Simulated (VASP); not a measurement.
# MgS (F-43m) in VASP: a series of runs

One crystal, MgS, is run at these levels: LDA; tasks: single point.

Program: VASP 6.6.1. These are calculated values, not measurements. Logs are shortened: lines on timing, memory, paths and dates and some standing lists are left out, and cuts for length are marked.

**1. The structure**

Symmetry: F-43m, No. 216, cubic system. The conventional cell has a = 5.666 Å, b = 5.666 Å, c = 5.666 Å, α = 90.00°, β = 90.00°, γ = 90.00°. S (site symmetry -43m) is surrounded by 4 Mg at 2.45 Å. Around Mg (site symmetry -43m) lie 4 S at 2.45 Å.

The cell comes from a database or a generator and needn't be the stable form of this composition.

**2. Single point, LDA**

The input, INCAR:

```
  ADDGRID = False
  ALGO = Normal
  EDIFF = 1E-6
  ENCUT = 450
  GGA = CA
  ISIF = 2
  ISMEAR = 0
  LASPH = True
  LCHARG = False
  LREAL = False
  LWAVE = False
  NELM = 100
  PREC = Low
  SIGMA = 0.05
```

The input, KPOINTS:

```
k-points
0
Gamma
  5 5 5
```

The input, POSCAR:

```
MgS
1.0
    0.0000000000      2.8331200468      2.8331200468
    2.8331200468      0.0000000000      2.8331200468
    2.8331200468      2.8331200468      0.0000000000
S Mg
1 1
Direct
    0.2500000000      0.2500000000      0.2500000000
    0.0000000000      0.0000000000      0.0000000000
```

Potentials or basis: VASP PAW LDA potentials, release 64 (S, Mg).

Run with:

```sh
$ cat potpaw_LDA.64/S/POTCAR potpaw_LDA.64/Mg/POTCAR > POTCAR
$ mpirun -np 1 vasp_std > vasp.out
```

OUTCAR:

```text
EDIFF = 1E-6
   ENCUT = 450
   GGA = CA
   ISIF = 2
   ISMEAR = 0
   LASPH = True
   LREAL = False
   NELM = 100
   PREC = Low

 Found     10 irreducible k-points:

 Following reciprocal coordinates:
            Coordinates               Weight
  0.000000  0.000000  0.000000      1.000000
  0.200000  0.000000  0.000000      8.000000
  0.400000  0.000000  0.000000      8.000000
  0.200000  0.200000  0.000000      6.000000
  0.400000  0.200000  0.000000     24.000000
 -0.400000  0.200000  0.000000     24.000000
   k-points           NKPTS =     10   k-points in BZ     NKDIM =     10   number of bands    NBANDS=      8
   number of dos      NEDOS =    301   number of ions     NIONS =      2
   total plane-waves  NPLWV =  13824
   dimension x,y,z NGX =    24 NGY =   24 NGZ =   24
   dimension x,y,z NGXF=    24 NGYF=   24 NGZF=   24
   ions per type =               1   1
   NGX,Y,Z   is equivalent  to a cutoff of   9.96,  9.96,  9.96 a.u.
   NGXF,Y,Z  is equivalent  to a cutoff of   9.96,  9.96,  9.96 a.u.
 SYSTEM =  unknown system
   PREC   = low       normal or accurate (medium, high low for compatibility)
   ISTART =      0    job   : 0-new  1-cont  2-samecut
   ICHARG =      2    charge: 1-file 2-atom 10-const
   ISPIN  =      1    spin polarized calculation?
   LNONCOLLINEAR =      F non collinear calculations
   LSORBIT =      F    spin-orbit coupling
   LASPH  =      T    aspherical Exc in radial PAW
   ENCUT  =  450.0 eV  33.07 Ry    5.75 a.u.   6.93  6.93  6.93*2*pi/ulx,y,z
   NELM   =    100;   NELMIN=  2; NELMDL= -5     # of ELM steps
   EDIFF  = 0.1E-05   stopping-criterion for ELM
   LREAL  =      F    real-space projection
   EDIFFG = 0.1E-04   stopping-criterion for IOM
   NSW    =      0    number of steps for IOM
   IBRION =     -1    ionic relax: 0-MD 1-quasi-New 2-CG
   NFREE  =      0    steps in history (QN), initial steepest desc. (CG)
   ISIF   =      2    stress and relaxation
   ISYM   =      2    0-nonsym 1-usesym 2-fastsym
   POTIM  = 0.5000    time-step for ionic-motion
   TEBEG  =    0.0;   TEEND  =   0.0 temperature during run
   PSTRESS=    0.0 pullay stress
   NELECT =       8.0000    total number of electrons
   NUPDOWN=      -1.0000    fix difference up-down
   EMIN   =  10.00;   EMAX   =-10.00  energy-range for DOS
   EFERMI =   0.00;   METHOD = LEGACY
   ISMEAR =     0;   SIGMA  =   0.05  broadening in eV -4-tet -1-fermi 0-gaus
   EFERMI_NEDOS =   21; number of points for ismear=-14 and -15
   IALGO  =     38    algorithm
   IMIX   =      4    mixing-type and parameters
     AMIX     =   0.40;   BMIX     =  1.00
     AMIX_MAG =   1.60;   BMIX_MAG =  1.00
  volume/ion in A,a.u.               =      22.74       153.46
  Fermi-wavevector in a.u.,A,eV,Ry     =   0.917269  1.733386 11.447692  0.841382
  Thomas-Fermi vector in A             =   2.042218
   LORBIT       =      0    0 simple, 1 ext, 2 COOP (PROOUT), +10 PAW based schemes
   GGA     = CA    functional components
   LHFCALC =     F    Hartree Fock is set to
   AEXX    =    0.0000 exact exchange contribution
   IVDW    =     0    specifies the selected vdW correction
   LEPSILON=     F    determine dielectric tensor
   LRPA    =     F    only Hartree local field effects (RPA)
 non-spin polarized calculation
 Gauss-broadening in eV      SIGMA  =   0.05
  energy-cutoff  :      450.00
  volume of cell :       45.48
 maximum number of plane-waves:       990
   NGX = 13   NGY = 13   NGZ = 13

 number of electron       7.9999870 magnetization

 Free energy of the ion-electron system (eV)
  ---------------------------------------------------
  ext. energy  EPLUGINS =         0.00000000
  ---------------------------------------------------
  free energy    TOTEN  =        -9.37452930 eV

  energy without entropy =       -9.37452930  energy(sigma->0) =       -9.37452930

 E-fermi :   1.1513     XC(G=0):  -8.7519

 val. band max:        0.8827660608   @ k =   0.0000   0.0000   0.0000
 cond. band min:       4.0638619193   @ k =   0.0000   0.0000   0.0000
 fundamental gap:      3.1810958585
 Fermi energy:         1.1513495316

 k-point     1 :       0.0000    0.0000    0.0000
  band No.  band energies     occupation
      1     -10.3478      2.00000
      2       0.8828      2.00000
      3       0.8828      2.00000
      4       0.8828      2.00000
      5       4.0639      0.00000
      6       8.6410      0.00000
      7       8.6410      0.00000
      8       8.6410      0.00000

 k-point     2 :       0.2000    0.0000    0.0000
  band No.  band energies     occupation
      1     -10.1313      2.00000
      2      -0.5540      2.00000
      3       0.7575      2.00000
      4       0.7575      2.00000
      5       5.3349      0.00000
      6       8.3672      0.00000
      7       8.9160      0.00000
      8       8.9160      0.00000

 k-point     3 :       0.4000    0.0000    0.0000
  band No.  band energies     occupation
      1      -9.7273      2.00000
      2      -2.0922      2.00000
      3       0.5774      2.00000
      4       0.5775      2.00000
      5       5.7664      0.00000
      6       8.4482      0.00000
      7       8.4482      0.00000
      8       9.0950      0.00000

 k-point     4 :       0.2000    0.2000    0.0000
  band No.  band energies     occupation
      1     -10.0599      2.00000
      2      -0.5014      2.00000
      3       0.4657      2.00000
      4       0.4657      2.00000
      5       5.7123      0.00000
      6       7.5081      0.00000
      7       9.1913      0.00000
      8       9.6649      0.00000

 k-point     5 :       0.4000    0.2000    0.0000
  band No.  band energies     occupation
      1      -9.7120      2.00000
      2      -1.6138      2.00000
      3       0.0182      2.00000
      4       0.2499      2.00000
      5       6.0914      0.00000
      6       7.5864      0.00000
      7       8.5912      0.00000
      8       9.7573      0.00000

 k-point     6 :      -0.4000    0.2000    0.0000
  band No.  band energies     occupation
      1      -9.5594      2.00000
      2      -1.9877      2.00000
      3      -0.4313      2.00000
      4       0.3720      2.00000
      5       6.5069      0.00000
      6       7.4668      0.00000
      7       9.2415      0.00000
      8       9.5430      0.00000

 [... further k-points ...]

------------------------ aborting loop because EDIFF is reached ----------------------------------------

  FORCE on cell =-STRESS in cart. coord.  units (eV):
  Direction    XX          YY          ZZ          XY          YZ          ZX
  --------------------------------------------------------------------------------------
  -------------------------------------------------------------------------------------
  Total       -0.7118696     -0.7118696     -0.7118696     -0.0000000      0.0000000      0.0000000
  in kB      -25.0776077    -25.0776077    -25.0776077     -0.0000000      0.0000000      0.0000000
  external PRESSURE =     -25.0776077 kB  Pullay stress =       0.0000000 kB

 VOLUME and BASIS-vectors are now :
 -----------------------------------------------------------------------------
  energy-cutoff  :      450.00
  volume of cell :       45.48
      direct lattice vectors                 reciprocal lattice vectors
     0.000000000  2.833120047  2.833120047    -0.176483874  0.176483874  0.176483874
     2.833120047  0.000000000  2.833120047     0.176483874 -0.176483874  0.176483874
     2.833120047  2.833120047  0.000000000     0.176483874  0.176483874 -0.176483874

 POSITION                                       TOTAL-FORCE (eV/Angst)
 -----------------------------------------------------------------------------------
      1.41656      1.41656      1.41656        -0.000000     -0.000000     -0.000000
      0.00000      0.00000      0.00000         0.000000      0.000000      0.000000
 -----------------------------------------------------------------------------------
    total drift:                               -0.000000     -0.000000     -0.000001

  FREE ENERGIE OF THE ION-ELECTRON SYSTEM (eV)
  ---------------------------------------------------
  free  energy   TOTEN  =        -9.3745292976 eV

  energy  without entropy=       -9.3745292976  energy(sigma->0) =       -9.37452930
```

OSZICAR:

```text
N       E                     dE             d eps       ncg     rms          rms(c)
DAV:   1     0.229196572118E+02    0.22920E+02   -0.33506E+03   160   0.705E+02
DAV:   2    -0.868047470949E+01   -0.31600E+02   -0.31600E+02   224   0.104E+02
DAV:   3    -0.993166075245E+01   -0.12512E+01   -0.12512E+01   184   0.284E+01
DAV:   4    -0.993760482363E+01   -0.59441E-02   -0.59441E-02   272   0.232E+00
DAV:   5    -0.993760847984E+01   -0.36562E-05   -0.36562E-05   192   0.557E-02    0.402E+00
DAV:   6    -0.943164224662E+01    0.50597E+00   -0.14919E+00   168   0.564E+00    0.310E+00
DAV:   7    -0.937940986248E+01    0.52232E-01   -0.23271E-01   184   0.233E+00    0.218E+00
DAV:   8    -0.937489202393E+01    0.45178E-02   -0.10116E-02   184   0.832E-01    0.892E-01
DAV:   9    -0.937449185119E+01    0.40017E-03   -0.99070E-04   184   0.210E-01    0.336E-01
DAV:  10    -0.937452681177E+01   -0.34961E-04   -0.44784E-05   224   0.431E-02    0.931E-02
DAV:  11    -0.937452934209E+01   -0.25303E-05   -0.19267E-05   176   0.245E-02    0.394E-02
DAV:  12    -0.937452929757E+01    0.44520E-07   -0.76339E-07    96   0.528E-03
   1 F= -.93745293E+01 E0= -.93745293E+01  d E =-.198945E-15
```

It took 7.8 s on 1 thread of Intel Xeon Platinum 8559C (Emerald Rapids), shared host; peak memory 0.1 GiB.

The run converged, but some of its settings lie outside the range that counts as converged, so its numbers aren't taken as properties of the crystal.

Results:

* Free energy: -9.3745 eV
* Pressure: -2.5 GPa
* Band gap on the k mesh: 3.18 eV, direct

**3. Single point, LDA**

INCAR is that of step 2.

KPOINTS is that of step 2.

The input, POSCAR:

```
MgS
1.0
    0.0000000000      2.8331200468      2.8331200468
    2.8331200468      0.0000000000      2.8331200468
    2.8331200468      2.8331200468      0.0000000000
S Mg
1 1
Direct
    0.2346630000      0.2748010000      0.2357280000
   -0.0216520000      0.0237760000     -0.0317750000
```

Potentials or basis: VASP PAW LDA potentials, release 64 (S, Mg).

Run with:

```sh
$ cat potpaw_LDA.64/S/POTCAR potpaw_LDA.64/Mg/POTCAR > POTCAR
$ mpirun -np 1 vasp_std > vasp.out
```

It used 5.2 s of CPU time on 1 thread of Intel(R) Xeon(R) Platinum 8559C (Emerald Rapids), with other jobs on the host, which was overloaded at the time.

The run converged, but some of its settings lie outside the range that counts as converged, so its numbers aren't taken as properties of the crystal.

What came out:

* Free energy: -9.3554 eV
* Pressure: -2.3 GPa
* Largest force: 0.429 eV/Å
* Band gap on the k mesh: 3.06 eV, direct

**4. Single point, LDA**

Changes to INCAR since step 3:

```diff
@@ -12,3 +12,3 @@
   NELM = 100
-  PREC = Low
+  PREC = Normal
   SIGMA = 0.05
```

KPOINTS is that of step 3.

The input, POSCAR:

```
MgS
1.0
    0.0000000000      2.8331200468      2.8331200468
    2.8331200468      0.0000000000      2.8331200468
    2.8331200468      2.8331200468      0.0000000000
S Mg
1 1
Direct
    0.2500000000      0.2500000000      0.2500000000
    0.0000000000      0.0000000000      0.0000000000
```

Potentials or basis: VASP PAW LDA potentials, release 64 (S, Mg).

Run with:

```sh
$ cat potpaw_LDA.64/S/POTCAR potpaw_LDA.64/Mg/POTCAR > POTCAR
$ mpirun -np 1 vasp_std > vasp.out
```

OUTCAR:

```text
EDIFF = 1E-6
   ENCUT = 450
   GGA = CA
   ISIF = 2
   ISMEAR = 0
   LASPH = True
   LREAL = False
   NELM = 100
   PREC = Normal

 Found     10 irreducible k-points:

 Following reciprocal coordinates:
            Coordinates               Weight
  0.000000  0.000000  0.000000      1.000000
  0.200000  0.000000  0.000000      8.000000
  0.400000  0.000000  0.000000      8.000000
  0.200000  0.200000  0.000000      6.000000
  0.400000  0.200000  0.000000     24.000000
 -0.400000  0.200000  0.000000     24.000000
   k-points           NKPTS =     10   k-points in BZ     NKDIM =     10   number of bands    NBANDS=      8
   number of dos      NEDOS =    301   number of ions     NIONS =      2
   total plane-waves  NPLWV =  13824
   dimension x,y,z NGX =    24 NGY =   24 NGZ =   24
   dimension x,y,z NGXF=    48 NGYF=   48 NGZF=   48
   ions per type =               1   1
   NGX,Y,Z   is equivalent  to a cutoff of   9.96,  9.96,  9.96 a.u.
   NGXF,Y,Z  is equivalent  to a cutoff of  19.92, 19.92, 19.92 a.u.
 SYSTEM =  unknown system
   PREC   = normal    normal or accurate (medium, high low for compatibility)
   ISTART =      0    job   : 0-new  1-cont  2-samecut
   ICHARG =      2    charge: 1-file 2-atom 10-const
   ISPIN  =      1    spin polarized calculation?
   LNONCOLLINEAR =      F non collinear calculations
[... 61 lines left out ...]
  band No.  band energies     occupation
      1     -10.3478      2.00000
      2       0.8828      2.00000
      3       0.8828      2.00000
      4       0.8828      2.00000
      5       4.0638      0.00000
      6       8.6410      0.00000
      7       8.6410      0.00000
      8       8.6410      0.00000
[... 45 lines left out ...]
 k-point     6 :      -0.4000    0.2000    0.0000
  band No.  band energies     occupation
      1      -9.5594      2.00000
      2      -1.9877      2.00000
      3      -0.4312      2.00000
      4       0.3720      2.00000
      5       6.5069      0.00000
      6       7.4668      0.00000
      7       9.2415      0.00000
      8       9.5430      0.00000

 [... further k-points ...]

------------------------ aborting loop because EDIFF is reached ----------------------------------------

  FORCE on cell =-STRESS in cart. coord.  units (eV):
  Direction    XX          YY          ZZ          XY          YZ          ZX
  --------------------------------------------------------------------------------------
  -------------------------------------------------------------------------------------
  Total       -0.7130974     -0.7130974     -0.7130974     -0.0000000      0.0000000     -0.0000000
  in kB      -25.1208617    -25.1208617    -25.1208617     -0.0000000      0.0000000     -0.0000000
  external PRESSURE =     -25.1208617 kB  Pullay stress =       0.0000000 kB

 VOLUME and BASIS-vectors are now :
 -----------------------------------------------------------------------------
  energy-cutoff  :      450.00
  volume of cell :       45.48
      direct lattice vectors                 reciprocal lattice vectors
     0.000000000  2.833120047  2.833120047    -0.176483874  0.176483874  0.176483874
     2.833120047  0.000000000  2.833120047     0.176483874 -0.176483874  0.176483874
     2.833120047  2.833120047  0.000000000     0.176483874  0.176483874 -0.176483874

 POSITION                                       TOTAL-FORCE (eV/Angst)
 -----------------------------------------------------------------------------------
      1.41656      1.41656      1.41656         0.000000      0.000000      0.000000
      0.00000      0.00000      0.00000        -0.000000     -0.000000     -0.000000
 -----------------------------------------------------------------------------------
    total drift:                                0.000000      0.000000      0.000000

  FREE ENERGIE OF THE ION-ELECTRON SYSTEM (eV)
  ---------------------------------------------------
  free  energy   TOTEN  =        -9.3746686746 eV

  energy  without entropy=       -9.3746686746  energy(sigma->0) =       -9.37466867
```

OSZICAR:

```text
N       E                     dE             d eps       ncg     rms          rms(c)
DAV:   1     0.229195655040E+02    0.22920E+02   -0.33506E+03   160   0.705E+02
DAV:   2    -0.868063488212E+01   -0.31600E+02   -0.31600E+02   224   0.104E+02
DAV:   3    -0.993182622884E+01   -0.12512E+01   -0.12512E+01   184   0.284E+01
DAV:   4    -0.993777033646E+01   -0.59441E-02   -0.59441E-02   272   0.232E+00
DAV:   5    -0.993777399268E+01   -0.36562E-05   -0.36562E-05   192   0.556E-02    0.402E+00
DAV:   6    -0.943178333392E+01    0.50599E+00   -0.14920E+00   168   0.564E+00    0.310E+00
DAV:   7    -0.937954958924E+01    0.52234E-01   -0.23272E-01   184   0.233E+00    0.218E+00
DAV:   8    -0.937503135045E+01    0.45182E-02   -0.10116E-02   184   0.832E-01    0.892E-01
DAV:   9    -0.937463122534E+01    0.40013E-03   -0.99059E-04   184   0.210E-01    0.336E-01
DAV:  10    -0.937466618843E+01   -0.34963E-04   -0.44782E-05   224   0.431E-02    0.931E-02
DAV:  11    -0.937466871911E+01   -0.25307E-05   -0.19260E-05   176   0.245E-02    0.394E-02
DAV:  12    -0.937466867464E+01    0.44472E-07   -0.76334E-07    96   0.528E-03
   1 F= -.93746687E+01 E0= -.93746687E+01  d E =-.199948E-15
```

Wall time 7.5 s (1 thread of Intel Xeon Platinum 8559C (Emerald Rapids), shared host); peak memory 0.12 GiB.

These settings aren't checked as converged: the numbers below hold their error.

Results:

```yaml
Free_energy: -9.3747 eV
Pressure: -2.5 GPa
Band_gap_on_the_k_mesh: 3.18 eV, direct
```

**5. The reference run**

An earlier run on the cell as given: functional PBEsol; potentials or basis VASP PAW PBE potentials, release 64 (S, Mg); cutoff 520 eV; k mesh 8 × 8 × 8; occupations fermi-dirac, width 0.05 eV; no spin polarisation.

- Pressure: -0.5 GPa
- Band gap on the k mesh: 3.29 eV, direct
